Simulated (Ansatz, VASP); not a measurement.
# Ag in VASP and in Ansatz

```
Ag
1.0
     2.36142    0.00000    0.00000
     0.00000    2.36142    0.00000
     0.00000    0.00000    2.36142
Ag
1
Direct
  0.00000 0.00000 0.00000
```

Change from the starting cell: volume scaled by 0.68, LAPW.

Alike in both runs: task single point; functional PBEsol; k mesh 16 × 16 × 16; occupations fermi-dirac, width 0.05 eV; no spin polarisation.

|  | VASP | Ansatz |
| --- | --- | --- |
| version | VASP 6.6.1 | Ansatz 0.2.0 |
| potentials or method | VASP PAW PBE potentials, release 64 (Ag), cutoff 520 eV | all-electron LAPW, scalar-relativistic |

Ansatz gave:

```
pressure (GPa) : 98.8
```

Problem. Estimate VASP's values.

Solution. Pressure (GPa): 97.5.

Ansatz ran all-electron here, so the differences hold the error of VASP's frozen core and of both bases.

Caveats: the cell as given lies far from equilibrium; so large a pressure means that the cell lies far from this level's equilibrium, or that cutoff or potentials fall short (VASP); the potentials were made for another functional, which shifts forces and pressure (VASP).
